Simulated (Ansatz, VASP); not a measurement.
# HfC: VASP beside Ansatz

File INCAR:

```
PREC = Accurate
ENCUT = 520
EDIFF = 1E-6
ISMEAR = -1
SIGMA = 0.05
LREAL = F
LASPH = T
NELM = 60
ALGO = Normal
ISIF = 2
LWAVE = F
LCHARG = F
GGA = CA
NBANDS = 22
```

The input KPOINTS:

```
regular mesh
0
Gamma
  9 9 5
```

Contents of POSCAR:

```
HfC
1.0
    3.2746251489      0.0000000000      0.0000000000
   -1.6373125744      2.8359085668      0.0000000000
    0.0000000000      0.0000000000      5.0965063620
Hf C
2 2
Direct
    0.3333333333      0.6666666667      0.2500000000
    0.6666666667      0.3333333333      0.7500000000
    0.0000000000      0.0000000000      0.5000000000
    0.0000000000      0.0000000000      0.0000000000
```

input.yaml

```yaml
crystal:
  lattice:
    - [3.2746251489, 0.0, 0.0]
    - [-1.6373125744, 2.8359085668, 0.0]
    - [0.0, 0.0, 5.096506362]
  atoms:
    - { symbol: Hf, position: [0.3333333333, 0.6666666667, 0.25] }
    - { symbol: Hf, position: [0.6666666667, 0.3333333333, 0.75] }
    - { symbol: C, position: [0.0, 0.0, 0.5] }
    - { symbol: C, position: [0.0, 0.0, 0.0] }
kpoints:
  mp_grid: { grid: [9, 9, 5] }
scf:
  occupations: { method: fermi_dirac, width: 0.05 }
hamiltonian:
  xc: lda
  pseudopotentials: { kind: all_electron, lapw: { basis_error: 0.002 } }
output:
  forces: true
  stress: true
  eigenvalues: true
```

Change from the starting cell: volume scaled by 0.94.

Alike in both runs: task single point; functional LDA; k mesh 9 × 9 × 5; occupations fermi-dirac, width 0.05 eV; no spin polarisation.

|  | VASP | Ansatz |
| --- | --- | --- |
| version | VASP 6.6.1 | Ansatz 0.2.0 |
| potentials or method | VASP PAW LDA potentials, release 64 (Hf_pv, C) | all-electron LAPW, scalar-relativistic |
| plane-wave cutoff (eV) | 520 | see its input |

Ansatz gave:

```
gap on the k mesh at the Fermi level (eV)       : none
pressure (GPa)                                  : 2.2
largest component of the traceless stress (GPa) : 1.66
```

Estimate VASP's values.

gap on the k mesh at the Fermi level (eV): none; pressure (GPa): 2.7; largest component of the traceless stress (GPa): 1.68.

A gap of «none» marks a metal or a gap that the smearing closes. Ansatz ran all-electron here, so the differences hold the error of VASP's frozen core and of both bases.

The runs have no spin-orbit coupling, so splittings on Hf are missing.
